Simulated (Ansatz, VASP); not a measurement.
# One calculation of TePb, two programs

```
CELL_PARAMETERS angstrom
0.00000 3.22700 3.22700
3.22700 0.00000 3.22700
3.22700 3.22700 0.00000
ATOMIC_POSITIONS crystal
Te 0.50000 0.50000 0.50000
Pb 0.02905 0.97095 0.02905
```

Change from the starting cell: all Pb atoms moved +0.188 Å, as atom 2 along Cartesian [0 1 0].

Alike in both runs: task single point; functional LDA; k mesh 8 × 8 × 8; occupations gaussian, width 0.05 eV; no spin polarisation.

|  | VASP | Ansatz |
| --- | --- | --- |
| version | VASP 6.6.1 | Ansatz 0.2.0 |
| potentials or method | VASP PAW LDA potentials, release 64 (Te, Pb_d) | scalar-relativistic, plane waves, PAW |
| plane-wave cutoff (eV) | 520 | 420 |
| valence electrons in the cell | 20 | 30 |

Ansatz gave:

* gap on the k mesh at the Fermi level (eV): 0.84
* least direct gap on the mesh (eV): 0.84
* pressure (GPa): -1.1
* largest component of the traceless stress (GPa): 0.85
* rms of the force components (eV/Å): 0.080

Problem. Estimate VASP's values.

Solution. gap on the k mesh at the Fermi level (eV): 0.83; least direct gap on the mesh (eV): 0.83; pressure (GPa): -1.1; largest component of the traceless stress (GPa): 0.86; rms of the force components (eV/Å): 0.086.

Atom by atom the forces differ by 0.006 eV/Å (rms over components). The two sets of potentials don't hold the same shells in valence.

Caveats: spin-orbit coupling is left out, which as a rule narrows the gap of such compounds by several tenths of an eV. A k mesh can miss the band edges.
